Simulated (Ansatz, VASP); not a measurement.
**Ge in VASP and in Ansatz**

INCAR

```
  PREC = Accurate
  ENCUT = 520
  EDIFF = 1E-7
  ISMEAR = -1
  SIGMA = 0.05
  LREAL = False
  LASPH = True
  NELM = 60
  ALGO = Normal
  ISIF = 2
  LWAVE = False
  LCHARG = True
  GGA = PE
  LELF = True
  LVHAR = True
  NBANDS = 13
```

File KPOINTS:

```
regular mesh
0
Gamma
  10 10 10
```

POSCAR

```
Ge
1.0
    2.7104700000      0.0271047000      0.0000000000
    0.0271047000      2.7104700000      0.0000000000
    0.0000000000      0.0000000000      2.7104700000
Ge
1
Direct
    0.0000000000      0.0000000000      0.0000000000
```

The input input.yaml:

```yaml
crystal:
  lattice:
    - [2.71047, 0.0271047, 0.0]
    - [0.0271047, 2.71047, 0.0]
    - [0.0, 0.0, 2.71047]
  atoms:
    - { symbol: Ge, position: [0.0, 0.0, 0.0] }
hamiltonian:
  xc: pbe
  pseudopotentials: { kind: paw }
kpoints:
  mp_grid: { grid: [10, 10, 10] }
scf:
  occupations: { method: fermi_dirac, width: 0.05 }
output:
  forces: true
  stress: true
  eigenvalues: true
```

Change from the starting cell: strain = 0.02.

Alike in both runs: task single point; functional PBE; k mesh 10 × 10 × 10; occupations fermi-dirac, width 0.05 eV; no spin polarisation.

|  | VASP | Ansatz |
| --- | --- | --- |
| version | VASP 6.6.1 | Ansatz 0.2.0 |
| potentials or method | VASP PAW PBE potentials, release 64 (Ge_d) | Ansatz PAW |
| plane-wave cutoff (eV) | 520 | 420 |
| valence electrons in the cell | 14 | 14 |

|  | VASP | Ansatz | Ansatz less VASP |
| --- | --- | --- | --- |
| gap on the k mesh at the Fermi level (eV) | none | none | - |
| pressure (GPa) | -0.5 | -0.5 | +0.08 |
| largest component of the traceless stress (GPa) | 0.29 | 0.29 | +0.004 |

A gap of «none» marks a metal or a gap that the smearing closes.
